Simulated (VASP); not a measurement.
# VASP inputs for Be₂C (strained antifluorite)

INCAR

```
NSW = 0
LWAVE = .FALSE.
LASPH = .TRUE.
GGA = PE
ISIF = 2
NELM = 120
LREAL = .FALSE.
ENCUT = 520
LELF = .TRUE.
IBRION = -1
ISMEAR = -1
SIGMA = 0.02
LCHARG = .TRUE.
EDIFF = 1E-7
PREC = Accurate
NBANDS = 11
```

KPOINTS

```
KPOINTS created by Atomic Simulation Environment
0
Gamma
10 10 10
0 0 0
```

KPOINTS_OPT

```
special points
7
Reciprocal
0.0000000000 0.0000000000 0.0000000000 1
0.5000000000 0.0000000000 0.5000000000 1
0.6250000000 0.2500000000 0.6250000000 1
0.3750000000 0.3750000000 0.7500000000 1
0.5000000000 0.5000000000 0.5000000000 1
0.5000000000 0.2500000000 0.7500000000 1
0.0000000000 0.5000000000 0.5000000000 1
```

POSCAR

```
C  Be
 1.0000000000000000
     0.0000000000000000    2.2469050639999999    2.2469050639999999
     2.2469050639999999    0.0000000000000000    2.2469050639999999
     2.2469050639999999    2.2469050639999999    0.0000000000000000
 C   Be
   1   2
Cartesian
  0.0000000000000000  0.0000000000000000  0.0000000000000000
  1.1234525319999999  1.1234525319999999  1.1234525319999999
  3.3703575959999998  3.3703575959999998  3.3703575959999998
```

VASP ran with the recommended PBE PAW datasets (8 valence electrons in the cell).

**Question.** What does this run give?

**Answer.** gap between bands v and c 1.11 eV; least direct gap 3.91 eV; pressure -18.3 GPa.

Band v is the last that the valence electrons fill when counted band by band, and c is the next. Levels in eV from the top of v:

| point | v−1 | v | c | c+1 |
| --- | --- | --- | --- | --- |
| Γ | 0.00 | 0.00 | 3.91 | 3.91 |
| X | -4.29 | -4.29 | 1.11 | 4.99 |
| K | -5.90 | -3.61 | 3.02 | 7.49 |
| L | -1.66 | -1.66 | 4.79 | 4.79 |
| W | -5.50 | -5.50 | 5.41 | 7.31 |
